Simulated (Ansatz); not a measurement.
Born–Oppenheimer molecular dynamics of a periodic cell of 24 atoms, CaF$_{2}$ (host CaF2, host structure Fm-3m). It starts from a structure without forces on its atoms.

Method: DFT PBE, scalar-relativistic, plane waves, PAW (Ansatz 0.2.0). Settings: cutoff 420 eV, k mesh 2x2x2, fermi-dirac smearing 0.05 eV, no spin polarisation.

```json
{
  "ensemble": "NVT, Nosé–Hoover chain",
  "time step": "2 fs",
  "steps asked": "200",
  "set temperature": "1500 K",
  "thermostat": "time constant 50 fs, chain length 1",
  "seed": "826237"
}
```

Frames 20 fs apart, positions in Å.

Velocities at 220.0 fs (Å/ps):

```
Ca -1.64 0.37 0.68
F 12.71 -7.32 2.90
F 2.82 0.62 0.32
Ca 4.64 -1.36 -3.08
F -7.78 8.19 0.12
F 1.83 2.89 1.50
Ca -0.81 -9.55 -0.16
F -3.67 -16.49 -15.03
F 7.27 -0.50 -11.60
Ca 6.94 -1.34 -3.05
F 9.80 10.70 2.41
F -4.24 -19.59 -14.57
Ca -3.31 6.90 9.10
F -5.11 12.50 -2.90
F 13.80 -10.64 1.61
Ca 0.33 3.74 4.94
F -3.75 6.46 -4.59
F -20.34 3.46 10.75
Ca -3.83 2.06 6.20
F 4.06 -2.57 7.22
F -10.97 9.53 3.68
Ca -4.12 1.23 -8.15
F 2.34 -3.61 0.68
F 5.02 2.07 3.85
```

```xyz
24
Lattice="0.0000 5.2914 5.2914 5.2914 0.0000 5.2914 5.2914 5.2914 0.0000" Properties=species:S:1:pos:R:3 time_fs=220.0 energy_less_start_eV=9.035 T=1476
Ca -0.006 -0.359 0.142
F 1.079 0.785 1.462
F 4.492 3.830 3.805
Ca 2.653 2.652 -0.045
F 3.552 3.725 1.503
F 7.622 7.640 3.228
Ca 2.761 0.250 2.866
F 4.311 0.972 4.199
F 6.081 3.437 6.177
Ca 5.420 2.898 2.134
F 6.193 5.374 4.034
F 9.150 6.433 6.787
Ca 0.105 2.071 2.927
F 2.001 4.796 4.435
F 3.718 6.456 6.637
Ca 1.994 5.508 2.340
F 3.755 6.348 3.955
F 7.141 9.136 6.807
Ca 3.053 2.879 5.096
F 4.159 3.913 7.483
F 6.444 6.854 8.781
Ca 4.782 5.062 5.599
F 6.278 6.544 5.965
F 9.539 8.848 9.630
24
Lattice="0.0000 5.2914 5.2914 5.2914 0.0000 5.2914 5.2914 5.2914 0.0000" Properties=species:S:1:pos:R:3 time_fs=240.0 energy_less_start_eV=8.341 T=1335
Ca -0.019 -0.251 0.187
F 1.312 0.824 1.504
F 4.491 3.766 3.853
Ca 2.643 2.539 -0.086
F 3.450 3.952 1.472
F 7.550 7.721 3.273
Ca 2.721 0.030 2.877
F 4.202 0.753 3.960
F 6.252 3.450 5.996
Ca 5.400 2.787 2.149
F 6.415 5.548 4.013
F 9.049 6.178 6.473
Ca 0.052 2.184 3.034
F 1.879 4.871 4.441
F 3.958 6.479 6.665
Ca 2.095 5.495 2.413
F 3.676 6.489 3.899
F 6.934 9.175 6.893
Ca 2.985 2.847 5.231
F 4.230 3.880 7.436
F 6.315 7.165 8.933
Ca 4.764 5.057 5.387
F 6.375 6.628 6.075
F 9.679 8.798 9.717
24
Lattice="0.0000 5.2914 5.2914 5.2914 0.0000 5.2914 5.2914 5.2914 0.0000" Properties=species:S:1:pos:R:3 time_fs=260.0 energy_less_start_eV=6.708 T=1474
Ca 0.001 -0.038 0.263
F 1.391 1.168 1.431
F 4.348 3.600 3.902
Ca 2.543 2.366 -0.005
F 3.493 4.042 1.405
F 7.385 7.852 3.365
Ca 2.717 -0.167 2.802
F 4.247 0.777 3.902
F 6.288 3.619 5.956
Ca 5.101 2.623 2.233
F 6.373 5.654 4.058
F 8.954 6.391 6.284
Ca 0.108 2.243 2.965
F 1.829 4.720 4.525
F 3.997 6.632 6.641
Ca 2.250 5.393 2.460
F 3.634 6.463 3.787
F 6.991 9.118 6.764
Ca 2.896 2.687 5.341
F 4.247 3.824 7.087
F 6.486 7.388 9.179
Ca 4.897 5.089 5.230
F 6.539 6.805 6.256
F 9.839 8.655 9.862
24
Lattice="0.0000 5.2914 5.2914 5.2914 0.0000 5.2914 5.2914 5.2914 0.0000" Properties=species:S:1:pos:R:3 time_fs=280.0 energy_less_start_eV=5.784 T=1458
Ca 0.040 0.074 0.286
F 1.331 1.356 1.404
F 4.158 3.547 4.020
Ca 2.562 2.312 0.153
F 3.679 4.013 1.346
F 7.336 7.983 3.364
Ca 2.757 -0.284 2.704
F 4.337 0.883 3.800
F 6.390 3.907 6.064
Ca 4.939 2.572 2.389
F 6.427 5.771 3.881
F 9.090 6.561 6.481
Ca 0.134 2.315 2.809
F 1.839 4.672 4.551
F 3.771 6.360 6.461
Ca 2.337 5.266 2.500
F 3.729 6.328 3.650
F 6.800 9.093 6.768
Ca 2.740 2.631 5.333
F 4.137 3.778 6.785
F 6.553 7.460 9.095
Ca 4.974 5.151 5.234
F 6.553 6.752 6.475
F 9.972 8.577 10.002
24
Lattice="0.0000 5.2914 5.2914 5.2914 0.0000 5.2914 5.2914 5.2914 0.0000" Properties=species:S:1:pos:R:3 time_fs=300.0 energy_less_start_eV=5.745 T=1145
Ca 0.047 0.025 0.229
F 1.222 1.242 1.413
F 4.123 3.680 4.195
Ca 2.650 2.464 0.141
F 3.853 4.008 1.359
F 7.428 8.105 3.127
Ca 2.800 -0.357 2.649
F 4.318 0.870 3.694
F 6.700 4.103 6.279
Ca 4.912 2.510 2.506
F 6.553 5.846 3.660
F 9.360 6.561 6.782
Ca 0.005 2.434 2.693
F 1.843 4.846 4.583
F 3.622 6.046 6.487
Ca 2.367 5.135 2.527
F 3.929 6.281 3.716
F 6.416 9.188 6.927
Ca 2.510 2.652 5.295
F 3.966 3.719 6.675
F 6.643 7.502 8.954
Ca 5.040 5.204 5.223
F 6.367 6.474 6.647
F 10.080 8.505 9.956
24
Lattice="0.0000 5.2914 5.2914 5.2914 0.0000 5.2914 5.2914 5.2914 0.0000" Properties=species:S:1:pos:R:3 time_fs=320.0 energy_less_start_eV=5.810 T=967
Ca -0.033 -0.086 0.160
F 1.287 1.220 1.258
F 4.181 3.667 4.251
Ca 2.724 2.578 0.085
F 3.928 4.001 1.382
F 7.548 8.220 2.884
Ca 2.732 -0.438 2.665
F 4.212 0.690 3.764
F 6.806 4.078 6.269
Ca 4.906 2.460 2.588
F 6.576 5.916 3.800
F 9.273 6.512 6.703
Ca -0.068 2.527 2.608
F 1.895 4.983 4.651
F 3.607 6.172 6.486
Ca 2.487 5.094 2.628
F 4.009 6.356 3.949
F 6.192 9.223 7.031
Ca 2.268 2.659 5.278
F 3.869 3.591 6.655
F 6.897 7.593 8.990
Ca 5.216 5.237 5.193
F 6.191 6.347 6.676
F 10.158 8.486 9.829
24
Lattice="0.0000 5.2914 5.2914 5.2914 0.0000 5.2914 5.2914 5.2914 0.0000" Properties=species:S:1:pos:R:3 time_fs=340.0 energy_less_start_eV=4.740 T=1263
Ca -0.114 -0.133 0.175
F 1.259 1.329 1.116
F 4.230 3.506 4.242
Ca 2.829 2.558 0.110
F 3.898 3.940 1.378
F 7.567 8.206 2.901
Ca 2.561 -0.455 2.639
F 4.069 0.516 3.850
F 6.643 3.983 6.072
Ca 4.880 2.364 2.689
F 6.719 6.132 4.036
F 8.915 6.425 6.441
Ca 0.018 2.468 2.447
F 1.953 4.908 4.738
F 3.803 6.420 6.545
Ca 2.687 5.176 2.742
F 3.950 6.512 3.989
F 6.298 9.185 7.033
Ca 2.086 2.671 5.232
F 3.748 3.572 6.682
F 7.056 7.764 8.873
Ca 5.289 5.177 5.247
F 6.232 6.491 6.756
F 10.283 8.598 9.765
24
Lattice="0.0000 5.2914 5.2914 5.2914 0.0000 5.2914 5.2914 5.2914 0.0000" Properties=species:S:1:pos:R:3 time_fs=360.0 energy_less_start_eV=6.262 T=767
Ca -0.140 -0.104 0.250
F 1.165 1.346 1.002
F 4.280 3.496 4.355
Ca 2.906 2.491 0.114
F 3.869 3.870 1.449
F 7.457 8.189 3.010
Ca 2.422 -0.364 2.600
F 3.970 0.434 3.808
F 6.538 3.788 6.032
Ca 4.907 2.239 2.799
F 6.821 6.296 4.160
F 8.629 6.401 6.203
Ca 0.113 2.390 2.300
F 1.986 4.793 4.811
F 3.985 6.410 6.677
Ca 2.810 5.280 2.792
F 4.011 6.559 3.827
F 6.287 9.102 6.859
Ca 2.006 2.681 5.215
F 3.708 3.676 6.763
F 7.136 8.009 8.737
Ca 5.146 5.150 5.335
F 6.451 6.590 6.826
F 10.467 8.660 9.638
24
Lattice="0.0000 5.2914 5.2914 5.2914 0.0000 5.2914 5.2914 5.2914 0.0000" Properties=species:S:1:pos:R:3 time_fs=380.0 energy_less_start_eV=5.599 T=1137
Ca -0.224 -0.126 0.232
F 1.291 1.180 0.856
F 4.307 3.544 4.418
Ca 2.928 2.455 0.036
F 3.863 3.823 1.582
F 7.394 8.268 2.992
Ca 2.315 -0.235 2.576
F 4.063 0.406 3.743
F 6.495 3.610 6.085
Ca 5.052 2.185 2.950
F 6.590 6.035 4.134
F 8.729 6.377 6.073
Ca 0.101 2.491 2.294
F 2.084 4.954 4.771
F 3.875 6.249 6.673
Ca 2.732 5.290 2.733
F 4.261 6.526 3.692
F 6.075 9.063 6.682
Ca 2.053 2.708 5.269
F 3.829 3.795 6.887
F 7.248 8.296 8.836
Ca 5.019 5.182 5.445
F 6.516 6.443 6.939
F 10.557 8.659 9.521
```

Of the whole run (400 fs, mean temperature of the second half 1232 K): The conserved energy stayed within 1.3 meV per atom of its start (net change 0.77 meV per atom), so the integration is sound. The mean temperature of the second half is 18 % below the set value. A run of 0.4 ps of so small a system gives no equilibrium averages.

Run time: 15 min on 2 threads of Intel(R) Xeon(R) Platinum 8175M CPU @ 2.50GHz (Skylake/Cascade Lake), with other jobs on the host, peak memory 1 GiB.
